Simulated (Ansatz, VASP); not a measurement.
# One calculation of PbF2, two programs

POSCAR

```
PbF2
1.0
    0.0000000000      2.8807545000      2.8807545000
    2.8807545000      0.0000000000      2.8807545000
    2.8807545000      2.8807545000      0.0000000000
Pb F
1 2
Direct
    0.0000000000      0.0000000000      0.0000000000
    0.2500000000      0.2500000000      0.2500000000
    0.7500000000      0.7500000000      0.7500000000
```

The input INCAR.step1:

```
SYSTEM = PbF2
ALGO     = Normal         ! electronic algorithm
EDIFF    = 1E-4           ! SCF threshold, eV
ENCUT    = 520            ! plane-wave cutoff, eV
GGA      = PE             ! functional
ISMEAR   = 0              ! smearing method
LASPH    = .TRUE.         ! aspherical terms in the spheres
LCHARG   = .FALSE.        ! write CHGCAR
LREAL    = .FALSE.        ! projectors in reciprocal space
LWAVE    = .TRUE.         ! write WAVECAR
NBANDS   = 21             ! bands
NELM     = 80             ! most SCF steps
PREC     = Accurate       ! precision mode
SIGMA    = 0.05           ! smearing width, eV
```

Contents of INCAR.step2:

```
SYSTEM = PbF2
ALGO     = Normal         ! electronic algorithm
EDIFF    = 1E-6           ! SCF threshold, eV
ENCUT    = 520            ! plane-wave cutoff, eV
ISIF     = 2              ! what is computed and relaxed
ISMEAR   = 0              ! smearing method
ISTART   = 1            
LASPH    = .TRUE.         ! aspherical terms in the spheres
LCHARG   = .TRUE.         ! write CHGCAR
LELF     = .TRUE.         ! ELF
LMIXTAU  = .TRUE.       
LREAL    = .FALSE.        ! projectors in reciprocal space
LVHAR    = .TRUE.       
LWAVE    = .FALSE.        ! write WAVECAR
METAGGA  = R2SCAN         ! meta-GGA
NBANDS   = 21             ! bands
NELM     = 80             ! most SCF steps
PREC     = Accurate       ! precision mode
SIGMA    = 0.05           ! smearing width, eV
```

Contents of KPOINTS:

```
k-points
0
G
  8 8 8
  0 0 0
```

Input for Ansatz:

```yaml
crystal:
  lattice:
    - [0.0, 2.8807545, 2.8807545]
    - [2.8807545, 0.0, 2.8807545]
    - [2.8807545, 2.8807545, 0.0]
  atoms:
    - { symbol: Pb, position: [0.0, 0.0, 0.0] }
    - { symbol: F, position: [0.25, 0.25, 0.25] }
    - { symbol: F, position: [0.75, 0.75, 0.75] }
basis:
  ecutwfc: 500
kpoints:
  mp_grid: { grid: [8, 8, 8] }
hamiltonian:
  xc: r2scan
scf:
  occupations: { method: gaussian, width: 0.05 }
output:
  forces: true
  stress: true
  eigenvalues: true
  write_density: true
  write_potential: true
  elf: true
  volumetric_format: npy
```

Change from the starting cell: strain -0.030 along x and y, -0.030 along z, atoms carried along.

Alike in both runs: task single point; functional r2SCAN; k mesh 8 × 8 × 8; occupations gaussian, width 0.05 eV; no spin polarisation.

```csv
,VASP,Ansatz
version,VASP 6.6.1,Ansatz 0.2.0
potentials or method,"VASP PAW PBE potentials, release 64 (Pb_d, F)","scalar-relativistic, plane waves, PAW"
plane-wave cutoff (eV),520,500
valence electrons in the cell,28,28
```

Ansatz gave:

```
gap on the k mesh at the Fermi level (eV) : 4.88
least direct gap on the mesh (eV)         : 5.03
pressure (GPa)                            : 7.7
```

Problem. What did VASP give for the same quantities?

Solution. gap on the k mesh at the Fermi level (eV): 4.88; least direct gap on the mesh (eV): 5.04; pressure (GPa): 7.7.

Caveats: the PAW data sets were made with another functional, which shifts forces and pressure a little (VASP); spin-orbit coupling is left out, which as a rule narrows the gap of such compounds by several tenths of an eV. A k mesh can miss the band edges.
